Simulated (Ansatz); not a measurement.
# Cl: the cost of one run

Computed with Ansatz 0.2.0 (DFT PBE, scalar-relativistic, plane waves, PAW, unless a step's input says otherwise).

## (1) Starting point

It takes space group Cmce (No. 64, orthorhombic). Conventional cell: a = 6.240 Å, b = 4.480 Å, c = 8.260 Å, α = 90.00°, β = 90.00°, γ = 90.00°. Cl (site symmetry m) has 1 Cl at 2.02 Å as nearest neighbours.

As a file:

```cif
data_structure
_symmetry_space_group_name_H-M 'P 1'
_symmetry_Int_Tables_number 1
_cell_length_a 3.8408
_cell_length_b 3.8408
_cell_length_c 8.2600
_cell_angle_alpha 90.000
_cell_angle_beta 90.000
_cell_angle_gamma 71.353
_cell_volume 115.45
loop_
_atom_site_label
_atom_site_type_symbol
_atom_site_fract_x
_atom_site_fract_y
_atom_site_fract_z
_atom_site_occupancy
Cl1 Cl 0.13000 0.87000 0.10000 1
Cl2 Cl 0.63000 0.37000 0.40000 1
Cl3 Cl 0.87000 0.13000 0.90000 1
Cl4 Cl 0.37000 0.63000 0.60000 1
```

This is candidate A: structure reported for this formula (Cmce, No. 64).

(A quick probe on a coarse mesh, which set the mesh and smearing, is not shown.)

## (3) Relaxing cell and atoms (candidate A)

File input.yaml:

```yaml
crystal:
  lattice:
    - [3.12, -2.24, 0.0]
    - [3.12, 2.24, 0.0]
    - [0.0, 0.0, 8.26]
  atoms:
    - { symbol: Cl, position: [0.13, 0.87, 0.1] }
    - { symbol: Cl, position: [0.63, 0.37, 0.4] }
    - { symbol: Cl, position: [0.87, 0.13, 0.9] }
    - { symbol: Cl, position: [0.37, 0.63, 0.6] }
basis:
  ecutwfc: 420
kpoints:
  mp_grid: { grid: [8, 8, 4] }
hamiltonian:
  xc: pbe
scf:
  occupations: { method: gaussian, width: 0.02 }
output:
  forces: true
  stress: true
  eigenvalues: true
relax:
  adjacent_minimum: "off"
  f_tol: 0.01
  max_steps: 80
  cell: { stress_tol: 0.05 }
```

Q: Estimate wall time and peak memory on 1 thread of an x86-64 CPU, shared host.

About 3.1 min, with a peak of 0.5 GiB.
